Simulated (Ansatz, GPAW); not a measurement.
# Ti: programs and potentials compared

```
CELL_PARAMETERS angstrom
2.95000 0.00000 0.00000
-1.47500 2.55477 0.00000
0.00000 0.00000 4.68000
ATOMIC_POSITIONS crystal
Ti 0.66667 0.33333 0.75000
Ti 0.33333 0.66667 0.25000
```

Alike in all runs: task density of states; functional PBEsol; dispersion D3(BJ); k mesh 10 × 10 × 6; occupations methfessel-paxton, width 0.1 eV; no spin polarisation; no spin-orbit coupling. Pressure is positive in compression and, in plane waves, holds the error of the finite cutoff, which Ansatz's Pulay term estimates and takes out.

```csv
program and potentials,plane-wave cutoff (eV),notes,pressure (GPa)
"Ansatz, Ansatz PAW",420,"potentials made for PBE, which Ansatz adapts in part",-11.15
"Ansatz, all-electron LAPW, scalar-relativistic",-,-,-11.16
"GPAW, PAW data sets generated for this functional",600,-,-11.60
```

The pressure spans -11.60 (GPAW, PAW data sets generated for this functional) to -11.15 GPa (Ansatz, Ansatz PAW), with all-electron results at -11.16. The cell lies far from this level's equilibrium.

The functional is the same throughout but for its coding, so the spread measures potentials, basis and numerics; runs on potential files found faulty are left out.
